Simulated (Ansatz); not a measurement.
Cu Kα1 powder pattern (kinematic, no thermal factors).
2θ (°) (relative intensity): 10.99 (6), 19.82 (19), 21.45 (72), 22.08 (30), 22.72 (28), 24.16 (70), 29.84 (14), 30.98 (100), 33.39 (53), 33.66 (22), 35.52 (25), 36.66 (4), 38.38 (7), 39.13 (7), 40.03 (20), 40.27 (75), 40.63 (47), 43.21 (5), 43.70 (30), 45.05 (2), 46.40 (16), 48.15 (11), 49.49 (6), 49.66 (3), 50.42 (3), 52.75 (1), 53.28 (54), 54.06 (2), 56.09 (23), 56.27 (10), 57.22 (4), 57.53 (12), 57.86 (2), 59.42 (2), 59.55 (2), 61.17 (2), 61.19 (27), 61.82 (20), 61.99 (4), 63.14 (2), 63.35 (2), 63.88 (2), 64.57 (2), 66.83 (1), 67.04 (8), 67.88 (3), 68.05 (15), 68.89 (1), 69.01 (3), 69.90 (1), 70.14 (3), 70.78 (7), 71.83 (1), 72.27 (9), 72.35 (8), 72.44 (1), 74.67 (4), 74.94 (4), 75.18 (2), 76.02 (5), 77.79 (3), 77.94 (11), 79.25 (13), 80.56 (8), 82.21 (3), 84.10 (8), 84.19 (2), 84.45 (17), 84.56 (5), 86.41 (4), 87.02 (8), 87.49 (14)

The pattern is computed from a structure relaxed with DFT PBE, scalar-relativistic, plane waves, PAW in Ansatz 0.2.0. No spin polarisation. Its elements are Br.

Give the structure.

Br.
Space group Cmmm (No. 65). a = 5.320 Å, b = 8.278 Å, c = 8.044 Å, α = 90.00°, β = 90.00°, γ = 90.00°
| atom | site | symmetry | x | y | z |
| --- | --- | --- | --- | --- | --- |
| Br | 8m | ..2 | 0.2500 | 0.7500 | 0.3077 |
| Br | 2a | mmm | 0.0000 | 0.0000 | 0.0000 |

A pattern alone doesn't exclude other cells with like lines; this is the one computed.

The cell was found from a structure generator's guess, not taken from experiment. No dispersion correction is applied, so the spacing between layers, chains or molecules is poorly fixed.
